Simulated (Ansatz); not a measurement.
## Sb: pressure and energy change per atom as volume scale varies

All results are calculated (Ansatz 0.2.0). Plane-wave DFT, scalar-relativistic PAW made under PBE with cores redone for the functional, no dispersion; the given relaxed cell is scaled uniformly, energy at zero smearing counts from the unscaled cell, pressure at the given Fermi-Dirac smearing is positive in compression.

The cell before it is scaled or strained (space group P6_3/mmc, No. 194):
```
CELL_PARAMETERS angstrom
3.38590 0.00000 0.00000
-1.69300 2.93230 0.00000
0.00000 0.00000 5.60920
ATOMIC_POSITIONS crystal
Sb 0.33333 0.66667 0.25000
Sb 0.66667 0.33333 0.75000
```

Settings of every row: spin polarised no; functional revPBE; wave cutoff 420 eV; smearing width 0.1 eV; k mesh 12x12x7.

Atom starting moment: 0 on all atoms.

Limits: the cell comes from a prototype or a list of computed structures and needn't be the stable phase.

```csv
row,volume scale,V (Å³/atom),pressure (GPa),energy change per atom (meV)
1,0.88,24.504,9.76,91.78
2,0.92,25.618,?,?
3,0.96,26.732,2.72,9.51
4,1.04,28.959,-1.83,6.24
5,1.08,30.073,-3.46,25.12
6,1.12,31.187,-4.76,54.16
```

Question: what pressure and energy change per atom should row 2 give?

Worked fit of pressure. Take u = (V_r/V)^(2/3) − 1 with V_r = 28.959 Å³ an atom, which is twice the finite (Eulerian) strain; such expansions in the strain, on which the Birch-Murnaghan equation of state is built, carry the rest volume and the bulk modulus. The shown rows have u = 0.1178, 0.0548, 0, -0.02485, -0.04821. Least squares give pressure = −1.85 + 71.161 × u + 232.02 × u² GPa; a straight line predicts inner rows, each left out in turn, worse (root mean square 0.78 against 0.043 GPa). The rows lie off it by 0.01, -0.03, 0.02, 0.02, -0.02. The pressure vanishes at u = 0.0241, or V = 27.94 Å³ an atom, and there the bulk modulus at fixed shape and fractions is B = −V dP/dV = (2/3)(1 + u) dP/du = 56.2 GPa. Letting shape and atoms relax would as a rule lower it, by much in layered, chain or molecular crystals. The withheld row has u = 0.08516, so the fit gives −1.85 + 71.161 × (0.08516) + 232.02 × (0.08516)² = 5.89 GPa.

The calculation gave 5.85 GPa. The fit lies 0.04 GPa (0.28 % of the column's range) above it; its largest miss of a shown row is 0.03 GPa.

Worked fit of energy change per atom. Take u = (V_r/V)^(2/3) − 1 with V_r = 28.959 Å³ an atom, which is twice the finite (Eulerian) strain; such expansions in the strain, on which the Birch-Murnaghan equation of state is built, carry the rest volume and the bulk modulus. The shown rows have u = 0.1178, 0.0548, 0, -0.02485, -0.04821. Least squares give energy change per atom = 5.993 − 501.33 × u + 10430.38 × u² meV; a straight line predicts inner rows, each left out in turn, worse (root mean square 35 against 0.56 meV). The rows lie off it by 0.10, -0.33, 0.25, 0.23, -0.24 (root mean square 0.24 meV). The withheld row has u = 0.08516, so the fit gives 5.993 − 501.33 × (0.08516) + 10430.38 × (0.08516)² = 38.94 meV.

The calculation gave 38.56 meV. The fit lies 0.38 meV (0.44 % of the column's range) above it; its largest miss of a shown row is 0.33 meV.
